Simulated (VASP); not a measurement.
# CrO2 (P-3m1) in VASP: notebook, part 3 of 3

VASP 6.6.1.

### Step 5. Single point, PBE+U, collinear spin, ferromagnetic start

File INCAR:

```
SYSTEM = CrO2
PREC     = Accurate       ! precision mode
ENCUT    = 520            ! plane-wave cutoff, eV
EDIFF    = 1E-6           ! SCF threshold, eV
ISMEAR   = 0              ! smearing method
SIGMA    = 0.05           ! smearing width, eV
LREAL    = .FALSE.        ! projectors in reciprocal space
LASPH    = .TRUE.         ! aspherical terms in the spheres
NELM     = 120            ! most SCF steps
ALGO     = Normal         ! electronic algorithm
ISIF     = 2              ! what is computed and relaxed
LWAVE    = .FALSE.        ! write WAVECAR
LCHARG   = .TRUE.         ! write CHGCAR
ISPIN    = 2              ! spin polarisation
MAGMOM   = 3 0 0          ! initial moments
LORBIT   = 11             ! projections on sites
LMAXMIX  = 4              ! l up to which the mixer works
LDAU     = .TRUE.         ! DFT+U
LDAUTYPE = 2            
LDAUL    = 2 -1           ! shell
LDAUU    = 3 0            ! U, eV
LDAUJ    = 0 0          
LDAUPRINT= 1            
GGA      = PE             ! functional
LELF     = .TRUE.         ! ELF
LVHAR    = .TRUE.
```

File KPOINTS:

```
Automatic mesh
0
G
  8 8 4
  0 0 0
```

File POSCAR:

```
CrO2
1.0
    2.7798784700      0.0000000000      0.0000000000
   -1.3899392400      2.4074453800      0.0000000000
    0.0000000000      0.0000000000      4.4845209400
Cr O
1 2
Direct
    0.0000000000      0.0000000000      0.0000000000
    0.3333333333      0.6666666667      0.2520000000
    0.6666666667      0.3333333333      0.7480000000
```

Potentials or basis: VASP PAW PBE potentials, release 64 (Cr_pv, O).

On the command line:

```bash
> cat potpaw_PBE.64/Cr_pv/POTCAR potpaw_PBE.64/O/POTCAR > POTCAR
> mpirun -np 1 vasp_std > vasp.out
```

OUTCAR:

```text
SYSTEM = CrO2
   PREC = Accurate
   ENCUT = 520
   EDIFF = 1E-6
   ISMEAR = 0
   LREAL = .FALSE.
   LASPH = .TRUE.
   NELM = 120
   ISIF = 2
   ISPIN = 2
   LORBIT = 11
   GGA = PE

 ion  position               nearest neighbor table
   1  0.000  0.000  0.000-   3 1.96   2 1.96   3 1.96   2 1.96   3 1.96   2 1.96
   2  0.333  0.667  0.252-   1 1.96   1 1.96   1 1.96
   3  0.667  0.333  0.748-   1 1.96   1 1.96   1 1.96

  LATTYP: Found a hexagonal cell.
 ALAT       =     2.7798784700
 C/A-ratio  =     1.6132075515

  Lattice vectors:

[... 1268 lines left out ...]
  energy-cutoff  :      520.00
  volume of cell :       30.01
      direct lattice vectors                 reciprocal lattice vectors
     2.779878470  0.000000000  0.000000000     0.359727956  0.207689033  0.000000000
    -1.389939240  2.407445380  0.000000000     0.000000000  0.415378064  0.000000000
     0.000000000  0.000000000  4.484520940     0.000000000  0.000000000  0.222989259

 POSITION                                       TOTAL-FORCE (eV/Angst)
 -----------------------------------------------------------------------------------
      0.00000      0.00000      0.00000         0.000000      0.000000      0.000000
     -0.00000      1.60496      1.13010        -0.000000     -0.000000     -2.094517
      1.38994      0.80248      3.35442         0.000000      0.000000      2.094517
 -----------------------------------------------------------------------------------
    total drift:                                0.000000     -0.000000      0.000000

  FREE ENERGIE OF THE ION-ELECTRON SYSTEM (eV)
  ---------------------------------------------------
  free  energy   TOTEN  =       -21.6234706663 eV

  energy  without entropy=      -21.6234706663  energy(sigma->0) =      -21.62347067

 total charge

# of ion       s       p       d       tot
------------------------------------------
    1        0.359   6.444   3.970  10.773
    2        1.590   3.379   0.000   4.968
    3        1.590   3.379   0.000   4.968
--------------------------------------------------
tot          3.538  13.201   3.970  20.709

 magnetization (x)

# of ion       s       p       d       tot
------------------------------------------
    1        0.015   0.021   2.014   2.051
    2        0.001  -0.044   0.000  -0.043
    3        0.001  -0.044   0.000  -0.043
--------------------------------------------------
tot          0.017  -0.067   2.014   1.965
```

Run time: 44 s. Hardware: 1 thread of Intel Xeon Platinum 8259CL at 2.50GHz (Skylake/Cascade Lake), shared host; peak memory 0.18 GiB.

Results:

| Item | Value |
| --- | --- |
| Free energy | -21.6235 eV |
| Pressure | 1.0 GPa |
| Largest force | 2.095 eV/Å |
| Band gap on the k mesh | 0.43 eV, indirect (least direct gap 0.60 eV) |
| Net moment | 2.00 μB per cell |
| Site moments | Cr +2.05; O -0.04 μB |
| Valence electrons inside the program's atomic spheres | Cr 10.77; O 4.97 |

Forces in eV/Å, atoms in the order of the input:
```
Cr   0.000  0.000  0.000
O    0.000  0.000 -2.095
O    0.000  0.000  2.095
```

Eigenvalues of the final occupation matrices:
| site | spin | trace | eigenvalues |
| --- | --- | --- | --- |
| site 1 d | 1 | 3.01 | 0.25 0.44 0.44 0.94 0.94 |
| site 1 d | 2 | 0.99 | 0.10 0.10 0.12 0.34 0.34 |

Caveat: a cell with one magnetic atom can't hold antiferromagnetic order, which such compounds often take; forces of over 1 eV/Å show positions far from the minimum, so gaps and moduli don't describe the material at rest.

### Step 6. Single point, PBE+U, collinear spin, antiferromagnetic start

This run uses another cell than the first one: it holds 6 atoms, not 3.

File INCAR:

```
SYSTEM = CrO2
PREC     = Accurate       ! precision mode
ENCUT    = 520            ! plane-wave cutoff, eV
EDIFF    = 1E-6           ! SCF threshold, eV
ISMEAR   = 0              ! smearing method
SIGMA    = 0.05           ! smearing width, eV
LREAL    = .False.        ! projectors in reciprocal space
LASPH    = .True.         ! aspherical terms in the spheres
NELM     = 100            ! most SCF steps
ALGO     = Normal         ! electronic algorithm
ISIF     = 2              ! what is computed and relaxed
LWAVE    = .False.        ! write WAVECAR
LCHARG   = .True.         ! write CHGCAR
ISPIN    = 2              ! spin polarisation
MAGMOM   = 3 -3 0 0 0 0   ! initial moments
LORBIT   = 11             ! projections on sites
LMAXMIX  = 4              ! l up to which the mixer works
LDAU     = .True.         ! DFT+U
LDAUTYPE = 2            
LDAUL    = 2 -1           ! shell
LDAUU    = 3 0            ! U, eV
LDAUJ    = 0 0          
LDAUPRINT= 1            
GGA      = PE             ! functional
LELF     = .True.         ! ELF
LVHAR    = .True.
```

File KPOINTS:

```
Automatic mesh
0
Gamma
  7 4 4
  0 0 0
```

File POSCAR:

```
CrO2
1.0
    1.3899392300      2.4074453800      0.0000000000
   -4.1698177100      2.4074453800      0.0000000000
    0.0000000000      0.0000000000      4.4845209400
Cr O
2 4
Direct
    0.0000000000      0.0000000000      0.0000000000
    0.5000000000      0.5000000000      0.0000000000
    0.5000000000      0.1666666667      0.2520000000
    0.0000000000      0.6666666667      0.2520000000
    0.5000000000      0.8333333333      0.7480000000
    0.0000000000      0.3333333333      0.7480000000
```

Potentials or basis: VASP PAW PBE potentials, release 64 (Cr_pv, O).

On the command line:

```bash
> cat potpaw_PBE.64/Cr_pv/POTCAR potpaw_PBE.64/O/POTCAR > POTCAR
> mpirun -np 1 vasp_std > vasp.out
```

It took 3 min on 1 thread of Intel Xeon Platinum 8259CL at 2.50GHz (Skylake/Cascade Lake), shared host; peak memory 0.25 GiB.

Results (log left out):

```
Free energy                                           : -43.2479 eV
Pressure                                              : 0.7 GPa
Largest force                                         : 2.078 eV/Å
Band gap on the k mesh                                : 0.44 eV
Net moment                                            : 0.00 μB per cell
Site moments                                          : Cr +1.98, -1.98; O -0.03, +0.03 μB
Valence electrons inside the program's atomic spheres : Cr 10.77; O 4.97
```

Forces in eV/Å, atoms in the order of the input:
```
Cr   0.000  0.000  0.000
Cr   0.000  0.000  0.000
O    0.280 -0.162 -2.052
O    0.280 -0.162 -2.052
O   -0.280  0.162  2.052
O   -0.280  0.162  2.052
```

Stress tensor (GPa, compression positive):
```
 10.24  -2.71   3.54
 -2.71   7.11  -2.04
  3.54  -2.04 -15.36
```

Levels at points of the mesh, in eV from the valence-band top:
Spin up:
```tsv
k point	band 21	band 22	band 23	band 24	band 25	band 26	band 27	band 28
(0.00, 0.00, 0.00)	-1.44	-0.60	-0.58	-0.38	0.44	1.79	2.77	3.14
(0.00, 0.50, 0.00)	-1.30	-0.86	-0.75	-0.44	0.76	1.72	3.19	3.26
(0.00, 0.00, 0.50)	-1.53	-1.27	-0.75	-0.73	0.58	2.01	2.76	3.12
(0.00, 0.50, 0.50)	-1.35	-1.24	-1.00	-0.38	1.18	1.79	2.84	3.28
```
Spin down:
```csv
k point,band 22,band 23,band 24,band 25,band 26,band 27
"(0.00, 0.00, 0.00)",-0.60,-0.58,-0.38,0.44,1.79,2.77
"(0.00, 0.50, 0.00)",-0.86,-0.75,-0.44,0.76,1.72,3.19
"(0.00, 0.00, 0.50)",-1.27,-0.75,-0.73,0.58,2.01,2.76
"(0.00, 0.50, 0.50)",-1.24,-1.00,-0.38,1.18,1.79,2.84
```

Eigenvalues of the final occupation matrices:
| site | spin | trace | eigenvalues |
| --- | --- | --- | --- |
| site 1 d | 1 | 2.98 | 0.23 0.43 0.44 0.93 0.95 |
| site 1 d | 2 | 1.03 | 0.10 0.10 0.13 0.34 0.36 |
| site 2 d | 1 | 1.03 | 0.10 0.10 0.13 0.34 0.36 |
| site 2 d | 2 | 2.98 | 0.23 0.43 0.44 0.93 0.95 |

Caveat: an odd mesh through Γ misses points on the zone boundary, where band edges often lie; forces of over 1 eV/Å show positions far from the minimum, so gaps and moduli don't describe the material at rest.

### Step 7. Summary

| spin | U | fixed moment (μB) | k mesh | supercell matrix | gap on the mesh (eV) | pressure (GPa) | moment (μB) | largest force (eV/Å) |
| --- | --- | --- | --- | --- | --- | --- | --- | --- |
| collinear, zero start | Cr d U = 7 eV | - | 8 × 8 × 4 | - | none | -0.7 | 0.00 | 1.63 |
| collinear, random start | Cr d U = 7 eV | - | 8 × 8 × 4 | - | none | 17.9 | 2.00 | 0.79 |
| collinear, ferromagnetic start | Cr d U = 7 eV | 0 | 8 × 8 × 4 | - | - | -2.6 | 0.00 | 1.58 |
| collinear, ferromagnetic start | Cr d U = 3 eV | - | 8 × 8 × 4 | - | 0.43 | 1.0 | 2.00 | 2.09 |
| collinear, antiferromagnetic start | Cr d U = 3 eV | - | 7 × 4 × 4 | [1, 1, 0, -1, 1, 0, 0, 0, 1] | 0.44 | 0.7 | 0.00 | 2.08 |

Alike in all rows: task single point; level PBE+U; potentials or basis VASP PAW PBE potentials, release 64 (Cr_pv, O); cell as given; cutoff (eV) 520; smearing gaussian 0.05 eV.

On the cell as given the gap runs from zero (PBE+U) to 0.44 eV (PBE+U); the meshes differ, which moves gaps too.

Caveats: forces of over 1 eV/Å show positions far from the minimum, so gaps and moduli don't describe the material at rest (some runs); a cell with one magnetic atom can't hold antiferromagnetic order, which such compounds often take (some runs); the moment is held away from its start (some runs); the total moment is fixed, so each spin has its own Fermi level (some runs); an odd mesh through Γ misses points on the zone boundary, where band edges often lie (some runs).

Total energies depend on the potentials used, so only differences within one code and one set of settings carry meaning.
